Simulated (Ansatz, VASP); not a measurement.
# Mg3Te in VASP and in Ansatz

```
Te Mg
1.0
    -2.18132    2.18132    5.38609
     2.18132   -2.18132    5.38609
     2.18132    2.18132   -5.38609
Te Mg
1 3
Direct
  0.00000 0.00000 0.00000
  0.25000 0.75000 0.50000
  0.75000 0.25000 0.50000
  0.50000 0.50000 0.00000
```

Change from the starting cell: volume scaled by 1.06.

Alike in both runs: task single point; functional PBEsol; k mesh 9 × 9 × 9; occupations fermi-dirac, width 0.05 eV; no spin polarisation.

```csv
,VASP,Ansatz
version,VASP 6.6.1,Ansatz 0.2.0
potentials or method,"VASP PAW PBE potentials, release 64 (Te, Mg)",Ansatz PAW
plane-wave cutoff (eV),520,420
valence electrons in the cell,12,46
```

Ansatz gave:

* gap on the k mesh at the Fermi level (eV): none
* pressure (GPa): -2.9
* largest component of the traceless stress (GPa): 0.28

**Question.** Estimate VASP's values.

**Answer.** gap on the k mesh at the Fermi level (eV): none; pressure (GPa): -2.9; largest component of the traceless stress (GPa): 0.26.

A gap of «none» marks a metal or a gap that the smearing closes. The two sets of potentials don't hold the same shells in valence.

Caveats: the PAW data sets were made with another functional, which shifts forces and pressure a little (VASP); the PAW data sets come from PBE, with cores solved anew for the run's functional, which leaves a small shift of forces and pressure (Ansatz). Spin-orbit coupling is left out, which matters for the levels of Te.
